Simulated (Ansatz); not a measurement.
# CrGe2N4 monolayer in a perpendicular field, part 2 of 3

Aim: how the CrGe2N4 monolayer screens a field along its normal, and what the field does to its bands. A positive field points along +c.

Ansatz 0.2.0; plane-wave DFT, PBE+U-D3(BJ), Ansatz PAW.

So far. Step 2 (Relaxation): The lattice constant a goes from 3.020 to 3.015 Å.

### 3. Atoms held, field 0

A sawtooth potential applies the field, turning back in the middle of the vacuum. With the dipole correction the typed value is the field outside the slab. The induced dipole is small, so the SCF threshold is tight.

The cell differs from the one that the last finished run ended in (c 44.756 → 25.292 Å).

input.yaml

```yaml
crystal:
  lattice:
    - [3.0151251925, 0.0, 0.0]
    - [-1.5075625963, 2.6111750123, 0.0]
    - [0.0, 0.0, 25.2916195185]
  atoms:
    - { symbol: "N", position: [0.0, 0.0, 0.3558490983], spin: -0.03 }
    - { symbol: Ge, position: [0.3333333333, 0.6666666667, 0.3810030996] }
    - { symbol: "N", position: [0.3333333333, 0.6666666667, 0.4551251592], spin: -0.33 }
    - { symbol: Cr, position: [0.0, 0.0, 0.5], spin: 2.37 }
    - { symbol: "N", position: [0.3333333333, 0.6666666667, 0.5448748408], spin: -0.33 }
    - { symbol: Ge, position: [0.3333333333, 0.6666666667, 0.6189969004] }
    - { symbol: "N", position: [0.0, 0.0, 0.6441509017], spin: -0.03 }
magnetization:
  spin_polarized: true
kpoints:
  mp_grid: { grid: [18, 18, 1] }
  band_path:
    path: [[0, 0, 0], [0.5, 0, 0], [0.33333333, 0.33333333, 0], [0, 0, 0]]
    npoints: 16
hamiltonian:
  xc: pbe
  dispersion: d3bj
  hubbard: { sites: [{ species: Cr, l: d, u_eff: 4.0 }] }
scf:
  occupations: { method: fermi_dirac, width: 0.05 }
  convergence: { dr2_threshold: 1.0e-10 }
efield:
  axis: 3
  dipole_correction: true
  ramp_position: 0.97
  ramp_width: 0.06
  amplitude: 0
output:
  dos: { projected: true, e_range: [-6, 5] }
  bader: true
  write_potential: true
  write_density: true
  volumetric_format: npy
  elf: true
```

On the command line:

```console
$ ansatz run input.yaml --threads 4 --pin off --max-ram 6144MiB --backend cpu --events-out ev --progress --plain --runs-dir out
```

Numbers of over 12 decimals in the logs are rounded to 6 here.

The log of the run:

```text
[...]
Crystal: 7 atoms, lattice volume = 199.121 Å³
Basis set: ecut = 420 eV, 3769 PW (Γ)
Bands: 40, of which v1, the nominal top of the filled ones, is band 31 counted from 1 (30 counted from 0)
Symmetry: 6 space group operations
k-points: 37 of 324 (time reversal used)
[...]
Starting moments: Σ|m| = 3.09 μB on 5 of 7 sites
[...]
SCF iter   1: F=—  HF=-13512.527017 eV  |F-HF|=—  |Δ(HF+E_count)|=         —  Δρ=1.00e-1 (↑1.00e-1 ↓6.62e-2)  dr2=6.55e1  dr2_m=1.05e0  M=1.725 μB ∫|m|=2.172 μB  β_m=0.30  ethr=3.10e-3  p=0.000 e·Å  D=1.65e-13 V/Å  ΔV_dip=-0.00 eV  dr2_dipole=2.36e-10  V_vac-E_F(+/−)=5.01/5.01 eV  ⟨swp⟩=9.5  Hψ=13842  notcnv=0  defer=8
efield: sawtooth ramp at fractional position 0.9700 (set: `efield.ramp_position`, or a place that a band, a saddle search or an elastic batch's reference lends), width 0.0600; the density the first Hamiltonian is built on has a dipole p = 0.000 e·Å; the dipole correction subtracts the counter field D = 1.65e-13 V/Å, which shifts the + side's vacuum level by -0.00 eV against the − side's; the planar-averaged density in the ramp window peaks in size at 2.5e-5 e/Å³
[...]
SCF iter   2: F=—  HF=-13502.344782 eV  |F-HF|=—  |Δ(HF+E_count)|=    1.02e1  Δρ=2.67e-2 (↑2.62e-2 ↓2.67e-2)  dr2=4.37e0  dr2_m=2.94e-1  M=2.000 μB ∫|m|=3.270 μB  β_m=1.00  ethr=3.10e-3  p=0.000 e·Å  D=4.49e-8 V/Å  ΔV_dip=-0.00 eV  dr2_dipole=1.16e-10  V_vac-E_F(+/−)=7.48/7.48 eV  ⟨swp⟩=4.0  Hψ=7906  notcnv=0  defer=104  κ⁻¹=1.0e0(r=1)
[...]
SCF iter  15: F=—  HF=-13501.670062 eV  |F-HF|=—  |Δ(HF+E_count)|=   2.73e-4  Δρ=5.46e-5 (↑5.46e-5 ↓3.41e-5)  dr2=1.03e-6  dr2_m=3.41e-6  M=2.000 μB ∫|m|=3.721 μB  β_m=1.20  ethr=1.75e-9  p=-0.000 e·Å  D=-4.07e-7 V/Å  ΔV_dip=0.00 eV  dr2_dipole=4.77e-12  V_vac-E_F(+/−)=6.10/6.10 eV  ⟨swp⟩=2.2  Hψ=5221  notcnv=0  defer=123
[...]
spin-set hold released at iteration 15 (site moments' squared step at or under half its running peak, from the soft ceiling on): the magnetisation degrees of freedom join the quasi-Newton model from the next iteration; the mixer history was flushed
SCF iter  16: F=—  HF=-13501.670219 eV  |F-HF|=—  |Δ(HF+E_count)|=   1.57e-4  Δρ=3.34e-5 (↑3.34e-5 ↓2.38e-5)  dr2=8.42e-7  dr2_m=1.09e-6  M=2.000 μB ∫|m|=3.724 μB  β_m=1.20  ethr=1.67e-9  p=0.000 e·Å  D=4.76e-7 V/Å  ΔV_dip=-0.00 eV  dr2_dipole=9.36e-11  V_vac-E_F(+/−)=6.10/6.10 eV  ⟨swp⟩=2.1  Hψ=5221  notcnv=0  defer=123  κ⁻¹=1.0e0(r=1)
density mixer auto → broyden: no gap read (density of states about μ 0.34 of a free-electron gas's, 18 screened modes)
SCF iter  17: F=—  HF=-13501.670446 eV  |F-HF|=—  |Δ(HF+E_count)|=   2.27e-4  Δρ=6.20e-5 (↑6.20e-5 ↓1.85e-5)  dr2=1.71e-5  dr2_m=1.27e-6  M=2.000 μB ∫|m|=3.731 μB  β_m=1.20  ethr=1.36e-9  p=-0.000 e·Å  D=-1.43e-5 V/Å  ΔV_dip=0.00 eV  dr2_dipole=1.60e-8  V_vac-E_F(+/−)=6.11/6.11 eV  ⟨swp⟩=3.2  Hψ=6172  notcnv=0  defer=123  κ⁻¹=5.6e-2(r=2)
[...]
SCF iter  27: F=-13501.670448 eV  HF=-13501.670448 eV  |F-HF|=3.09e-11  |Δ(HF+E_count)|=  2.64e-10  Δρ=6.36e-8 (↑6.35e-8 ↓6.36e-8)  dr2=1.77e-11  dr2_m=1.03e-12  M=2.000 μB ∫|m|=3.732 μB  ethr=1.00e-12  p=-0.000 e·Å  D=-6.31e-8 V/Å  ΔV_dip=0.00 eV  dr2_dipole=1.32e-13  V_vac-E_F(+/−)=6.11/6.11 eV  ⟨swp⟩=13.4  Hψ=11872  notcnv=0
SCF 1 converged in 27 iterations: F = -13501.670448 eV  dr2 = 1.77e-11
[...]
this state was not tested for a lower state beside it, because the mixer in use, unlike msr1, does not test its closes by its own steps (another_mixer; see scf.mixing.algorithm and scf.lower_state_search)
NSCF: frozen V_eff on 49 k-points
efield: sawtooth ramp at fractional position 0.9700 (kept from the solve that this one continues, or follows in the run), width 0.0600; the density the first Hamiltonian is built on has a dipole p = -0.000 e·Å; the dipole correction subtracts the counter field D = -6.31e-8 V/Å, which shifts the + side's vacuum level by +0.00 eV against the − side's; the planar-averaged density in the ramp window peaks in size at 2.4e-5 e/Å³
SCF converged after 27 iterations
Magnetization: 2.0000 μB (32.0000 up, 30.0000 down)
Absolute magnetization: 3.7318 μB (∫|ρ↑−ρ↓|, with the PAW one-centre terms)
[...]
Per-site moments (μB) at R_I (Å): [(-0.028724, 0.764524), (0.00256037, 0.764524), (-0.329417, 0.773300), (2.363150, 0.857212), (-0.329417, 0.773300), (0.00256037, 0.764524), (-0.028724, 0.764524)]
Free energy (F): -13501.670448 eV
[...]
Internal energy: -13501.661035 eV  (E = F + TS)
E sigma→0 (E₀):  -13501.665742 eV
Entropy (-TS):   -0.009414 eV (-1.345 meV/atom)
Fermi energy:    0.540299 eV
Dipole field:    D = 0.000000 V/Å  (p = 0.000000 e·Å, saw-weighted, corrected)
Work function:   Φ+ = 6.1094 eV   Φ− = 6.1094 eV
Levels:          The Fermi level and band energies are counted from a zero that moves with the ramp; work functions are not
[...]
--- Band table (eV; the first three rows and the last of 74) ---
  k-point 0 ↑: bands = [... 27 lower, -1.4075, -1.4075, -0.9194, -0.3384, 2.3018, 2.3018, 2.4555, 2.4555, ... 5 higher]
  k-point 1 ↑: bands = [... 27 lower, -1.4890, -1.4506, -0.9055, -0.2497, 2.1263, 2.2525, 2.3334, 2.5006, ... 5 higher]
  k-point 2 ↑: bands = [... 27 lower, -1.5960, -1.5704, -0.9907, -0.1667, 1.8294, 2.1084, 2.1219, 2.6237, ... 5 higher]
  k-point 36 ↓: bands = [... 27 lower, -2.1611, -1.2572, -0.8307, 3.2429, 4.4495, 4.5354, 4.6296, 5.0324, ... 5 higher]
Occupation matrices written to <dir>
--- Bader charges: 7 sites ---
  site symbol  charge [e]  shift [e]    m [muB]
     0      N     -1.4710     0.0155    -0.0362
     1     Ge      1.9758     0.0204     0.0066
     2      N     -1.3172     0.0048    -0.3305
     3     Cr      1.6248     0.0004     2.7202
     4      N     -1.3172     0.0048    -0.3305
     5     Ge      1.9758     0.0204     0.0066
     6      N     -1.4710     0.0155    -0.0362
  estimated error of the sums over rays = 5.2e-4 e
```

Wall time 41 s (4 threads of Intel Xeon Platinum 8488C (Sapphire Rapids), shared host); peak memory 1.1 GiB; 2.7 min of CPU time.

The column dr2 measures how far the density is from self-consistency, as an energy; F and HF (Harris–Foulkes) agree once it is small.

This step gave:

* energy at zero smearing: -13501.6657 eV
* site moments: -0.02872, 0.002560, -0.3294, 2.363, -0.3294, 0.002560, -0.02872 μB
* work function, upper face: 6.109 eV
* dipole along the normal: 4.69e-7 e·Å

Running mean over a fixed 2.7 Å (it still follows the layers) of the planar mean; the ramp of the sawtooth is left out. Electron's electrostatic potential energy less the Fermi level against z:

z (Å), electron's electrostatic potential energy less the Fermi level (eV) and a bar from the least value:
```
        4       6.11 ##############################
        5       6.11 ##############################
        6       6.09 ##############################
        7       5.69 #############################
        8      -0.02 #################
        9      -6.48 ###
       10      -7.95 
       11      -5.75 #####
       12      -7.16 ##
       13      -8.04 
       14      -5.70 #####
       15      -7.63 #
       16      -7.26 ##
       17      -2.34 ############
       18       4.94 ############################
       19       6.07 ##############################
       20       6.11 ##############################
       21       6.11 ##############################
       22       6.11 ##############################
```

The density of states has structure finer than the step of the table below, so its rows give means over 0.25 eV, whole bins alone (the curve runs from -6 to 1.99 eV). Peaks (eV: height): total -4.590: 7.97, -4.260: 9.06, -3.130: 7.43, -2.360: 12.0, -2.110: 9.09, -1.860: 8.49, -1.450: 7.75; up -5.260: 5.22, -4.650: 4.11, -4.260: 6.62, -3.130: 5.85, -2.360: 9.06, -2.110: 6.24, -0.100: 4.21; down -5.120: 4.88, -4.590: 5.11, -2.390: 4.62, -2.000: 4.71, -1.950: 5.54, -1.860: 7.42, -1.450: 4.65.

Table of density of states by energy, zero at the Fermi level; means over each step; values in states/eV a cell:

```
energy (eV)  total     up    down
      -5.75   3.18  0.995    2.19
      -5.50   2.90   1.70    1.20
      -5.25   3.23   1.71    1.51
      -5.00   3.11   1.58    1.53
      -4.75   4.07   2.54    1.53
      -4.50   4.17   1.88    2.29
      -4.25   5.92   3.31    2.61
      -4.00   3.72   1.59    2.13
      -3.75   2.79   1.83   0.960
      -3.50   3.55   2.37    1.18
      -3.25   5.01   3.37    1.64
      -3.00   3.95   2.23    1.71
      -2.75   3.60   1.63    1.97
      -2.50   5.62   3.18    2.44
      -2.25   7.59   4.53    3.07
      -2.00   6.40   2.24    4.16
      -1.75   3.58   1.20    2.38
      -1.50   4.44   1.99    2.45
      -1.25   2.17   1.17    1.00
      -1.00   1.85  0.854   0.998
      -0.75   1.03   1.03       0
      -0.50  0.344  0.344       0
      -0.25   1.19   1.19       0
       0.00   1.48   1.48       0
       0.25  0.814  0.814       0
       0.50  0.684  0.684       0
       0.75  0.592  0.592       0
       1.00  0.484  0.484       0
       1.25  0.399  0.399       0
       1.50   1.85   1.85       0
       1.75   2.01   2.01  1.6e-4
```

Projected DOS per atom over height of the atomic layer and energy from the Fermi level. Layers: N Ge N Cr N Ge N from below.

Ten even steps from '0' (0.00 states/eV) to '9' (1.82 states/eV), each cell a mean:
```
0014100
0013100
0000000
0001000
0001000
0013100
0001000
0011100
1021201
4032304
4052504
6088806
4065604
3035303
3139313
2024202
4123214
5134315
3144413
2132312
2121212
2121212
```
Columns: height of the atomic layer (Å) from 9 to 16.3 (not evenly spaced); rows upwards: energy from the Fermi level (eV) from -5.96 to 1.96.

Projected DOS per atom, spin up over height of the atomic layer and energy from the Fermi level. Layers: N Ge N Cr N Ge N from below.

Ten even steps from '_' (0.00 states/eV) to '@' (1.64 states/eV), each cell a mean:
```
____..++..____
____..--..____
______________
______..______
____......____
____..--..____
______::______
____......____
____......____
::__......__::
..__......__..
==__--**--__==
::__--==--__::
..__..==..__..
::__..@@..__::
..__..==..__..
::____::____::
::....==....::
....::--::....
..__..::..__..
..__......__..
..__________..
```
Columns: height of the atomic layer (Å) from 9 to 16.3 (not evenly spaced); rows upwards: energy from the Fermi level (eV) from -5.96 to 1.96.

Projected DOS per atom, spin down over height of the atomic layer and energy from the Fermi level. Layers: N Ge N Cr N Ge N from below.

Ten even steps from '_' (0.00 states/eV) to '@' (0.90 states/eV), each cell a mean:
```
______________
______________
______________
______________
______________
______________
______________
______________
::__::__::__::
++__==::==__++
**__@@--@@__**
++__@@==@@__++
--__**::**__--
--__++..++__--
--__--..--__--
::__..__..__::
++..==..==..++
==..==..==..==
--..==..==..--
::..==..==..::
::..::__::..::
--::--__--::--
```
Columns: height of the atomic layer (Å) from 9 to 16.3 (not evenly spaced); rows upwards: energy from the Fermi level (eV) from -5.96 to 1.96.

Deep bands are left out, so band numbers here count from the lowest band kept and differ from the log's. The electronic bands at the labelled points (eV, zero at the Fermi level; # counts the bands kept):

```
  point  up #13  up #14  up #15  up #16  down #10  down #11  down #12  down #13
      Γ   -0.88    1.76    1.76    1.92     -1.25     -1.25     -1.09      1.87
halfway   -1.11    0.51    0.88    1.51     -1.93     -1.85     -1.14      2.81
      M   -1.89   -0.89   -0.38    1.98     -2.03     -1.82     -1.75      2.36
halfway   -1.49   -1.36   -0.23    1.88     -2.44     -1.86     -1.53      2.54
      K   -1.66   -1.12   -0.09    1.79     -2.70     -1.80     -1.37      2.70
halfway   -1.24    0.26    0.54    1.46     -2.03     -1.91     -1.22      2.73
      Γ   -0.88    1.76    1.76    1.92     -1.25     -1.25     -1.09      1.87
```

Spin density in the ca plane at fractional y = 0.667, with atoms of Ge and N within 0.2 Å of it.

Values in e/Å³, 5 rows by 16 columns, each cell a mean:
```
 0.00  0.00  0.00  0.00  0.00  0.00  0.00  0.01  0.17  0.07  0.00  0.00  0.00  0.00  0.00  0.00
 0.00  0.00  0.00  0.00  0.00  0.00  0.00 -0.02  0.09  0.03 -0.01  0.00  0.00  0.00  0.00  0.00
 0.00  0.00  0.00  0.00  0.00  0.00  0.00 -0.18 -0.03 -0.14 -0.08  0.00  0.00  0.00  0.00  0.00
 0.00  0.00  0.00  0.00  0.00  0.00  0.00 -0.21 -0.05 -0.19 -0.08  0.00  0.00  0.00  0.00  0.00
 0.00  0.00  0.00  0.00  0.00  0.00  0.00 -0.06  0.05 -0.02 -0.03  0.00  0.00  0.00  0.00  0.00
```
Columns run along c (16.0 Å, from fractional 0.16 to 0.79 of the cell), rows up along a (3.0 Å). Atoms in or near the plane, at fractional coordinates: Ge at (0.38, 0.33), N at (0.46, 0.33), N at (0.54, 0.33), Ge at (0.62, 0.33).

ELF in the ca plane at fractional y = 0.667, with atoms of Ge and N within 0.2 Å of it. It is the smooth field of the valence electrons, not physical close to the nuclei.

Ten even steps from '0' (0.00) to '9' (0.82), each cell a mean:
```
00000000000000000135777631012212212210146777
00000000000000000136777631011112211110146777
00000000000000000024565432357631147742234665
00000000000000000001333223699972389986322332
00000000000000000001220004894683495597300121
00000000000000000001220004883683484497300121
00000000000000000001232124799982399996321332
00000000000000000013565432368741158753234565
```
Columns run along c (16.0 Å, from fractional 0.05 to 0.68 of the cell), rows up along a (3.0 Å). Atoms in or near the plane, at fractional coordinates: Ge at (0.38, 0.33), N at (0.46, 0.33), N at (0.54, 0.33), Ge at (0.62, 0.33).

Electrostatic potential energy in the ca plane at fractional y = 0.667, with atoms of Ge and N within 0.2 Å of it. With pseudopotentials it is smooth inside the atoms' cores, unlike the true potential.

Ten even steps from '0' (-43 eV) to '9' (7 eV), each cell a mean:
```
99999999999998888899987657899988888999999999
99999999999998888899987657899988888999999999
99999999999998766789988778889987678999999999
99999999999987422477547888546863236899999999
99999999999985200264003886001641013799999999
99999999999985100263003885001631013799999999
99999999999986322477337887426752125899999999
99999999999998756789888778889886567899999999
```
Columns run along c (16.0 Å, from fractional 0.16 to 0.79 of the cell; values clipped at the 3rd and 97th percentile), rows up along a (3.0 Å). Atoms in or near the plane, at fractional coordinates: Ge at (0.38, 0.33), N at (0.46, 0.33), N at (0.54, 0.33), Ge at (0.62, 0.33).

The work function of the upper face is 6.11 eV.

### 4. Single point, field 0.1 V/Å

input.yaml: that of step 3 with these lines changed.

```diff
@@ -32,6 +32,4 @@
   ramp_width: 0.06
-  amplitude: 0
+  amplitude: 0.1
 output:
-  dos: { projected: true, e_range: [-6, 5] }
-  bader: true
   write_potential: true
@@ -39,2 +37 @@
   volumetric_format: npy
-  elf: true
```

The log of the run:

```text
[...]
Crystal: 7 atoms, lattice volume = 199.121 Å³
Basis set: ecut = 420 eV, 3769 PW (Γ)
Bands: 40, of which v1, the nominal top of the filled ones, is band 31 counted from 1 (30 counted from 0)
Symmetry: 6 space group operations
k-points: 37 of 324 (time reversal used)
[...]
Starting moments: Σ|m| = 3.09 μB on 5 of 7 sites
[...]
k-point 1 ↑: bands = [... 27 lower, -1.4891, -1.4503, -0.9064, -0.2492, 2.1259, 2.2523, 2.3333, 2.5005, ... 5 higher]
  k-point 2 ↑: bands = [... 27 lower, -1.5962, -1.5702, -0.9913, -0.1664, 1.8290, 2.1082, 2.1218, 2.6236, ... 5 higher]
  k-point 36 ↓: bands = [... 27 lower, -2.1613, -1.2591, -0.8291, 3.2427, 4.4491, 4.5352, 4.6294, 5.0323, ... 5 higher]
Occupation matrices written to <dir>
[key lines of the parts left out:]
SCF converged after 24 iterations
Magnetization: 2.0000 μB (32.0000 up, 30.0000 down)
Free energy (F): -13501.672264 eV
Fermi energy:    0.540135 eV
Dipole field:    D = 0.033002 V/Å  (p = 0.036315 e·Å, saw-weighted, corrected)
```

Wall time 25 s (4 threads); peak memory 1.1 GiB.

The dipole is 0.0363 e·Å.

### 5. Single point, field -0.1 V/Å

input.yaml: that of step 4 with these lines changed.

```diff
@@ -32,3 +32,3 @@
   ramp_width: 0.06
-  amplitude: 0.1
+  amplitude: -0.1
 output:
```

The log of the run:

```text
[...]
Crystal: 7 atoms, lattice volume = 199.121 Å³
Basis set: ecut = 420 eV, 3769 PW (Γ)
Bands: 40, of which v1, the nominal top of the filled ones, is band 31 counted from 1 (30 counted from 0)
Symmetry: 6 space group operations
k-points: 37 of 324 (time reversal used)
[...]
Starting moments: Σ|m| = 3.09 μB on 5 of 7 sites
[...]
k-point 1 ↑: bands = [... 27 lower, -1.4891, -1.4503, -0.9064, -0.2492, 2.1259, 2.2523, 2.3333, 2.5005, ... 5 higher]
  k-point 2 ↑: bands = [... 27 lower, -1.5962, -1.5702, -0.9913, -0.1664, 1.8290, 2.1082, 2.1218, 2.6236, ... 5 higher]
  k-point 36 ↓: bands = [... 27 lower, -2.1613, -1.2591, -0.8291, 3.2427, 4.4491, 4.5351, 4.6294, 5.0322, ... 5 higher]
Occupation matrices written to <dir>
[key lines of the parts left out:]
SCF converged after 24 iterations
Magnetization: 2.0000 μB (32.0000 up, 30.0000 down)
Free energy (F): -13501.672264 eV
Fermi energy:    0.540136 eV
Dipole field:    D = -0.033002 V/Å  (p = -0.036316 e·Å, saw-weighted, corrected)
```

Wall time 25 s (4 threads); peak memory 1.1 GiB; 99 s of CPU time.

The dipole is -0.0363 e·Å.

### 6. Single point, field 0.5 V/Å

input.yaml: that of step 5 with these lines changed.

```diff
@@ -32,3 +32,3 @@
   ramp_width: 0.06
-  amplitude: -0.1
+  amplitude: 0.5
 output:
```

The log of the run:

```text
[...]
Crystal: 7 atoms, lattice volume = 199.121 Å³
Basis set: ecut = 420 eV, 3769 PW (Γ)
Bands: 40, of which v1, the nominal top of the filled ones, is band 31 counted from 1 (30 counted from 0)
Symmetry: 6 space group operations
k-points: 37 of 324 (time reversal used)
[...]
Starting moments: Σ|m| = 3.09 μB on 5 of 7 sites
[...]
k-point 1 ↑: bands = [... 27 lower, -1.4899, -1.4425, -0.9287, -0.2375, 2.1159, 2.2458, 2.3305, 2.4968, ... 5 higher]
  k-point 2 ↑: bands = [... 27 lower, -1.6003, -1.5651, -1.0071, -0.1602, 1.8197, 2.1024, 2.1188, 2.6192, ... 5 higher]
  k-point 36 ↓: bands = [... 27 lower, -2.1655, -1.3015, -0.7944, 3.2383, 4.4400, 4.5289, 4.6246, 5.0275, ... 5 higher]
Occupation matrices written to <dir>
[key lines of the parts left out:]
SCF converged after 26 iterations
Magnetization: 2.0000 μB (32.0000 up, 30.0000 down)
Free energy (F): -13501.715855 eV
Fermi energy:    0.535854 eV
Dipole field:    D = 0.165110 V/Å  (p = 0.181689 e·Å, saw-weighted, corrected)
```

Elapsed: 27 s, on 4 threads; peak memory 1.1 GiB.

The dipole is 0.182 e·Å.

(Part 2 of 3 ends here.)

[Logs are printed without paths, hosts, clocks, repeated set-up lines and the standing remarks that a program may print on its own settings, such as how far it seeks lower states.]

[Hosts, paths, dates, database ids (printed as entryN), source tags and the programs' standing remarks are cut or masked in the printed files.]

[Maps of the electrostatic potential energy from Ansatz leave out the sawtooth potential of an applied field or a dipole correction, so their vacuum need not be flat; planar profiles and work functions include it.]

[The density of states shown here was stored with 400 of the rows of the run's finer table, so its peaks can read low, often by over a quarter, or be missed, and its means over a window can be off by a tenth or more.]
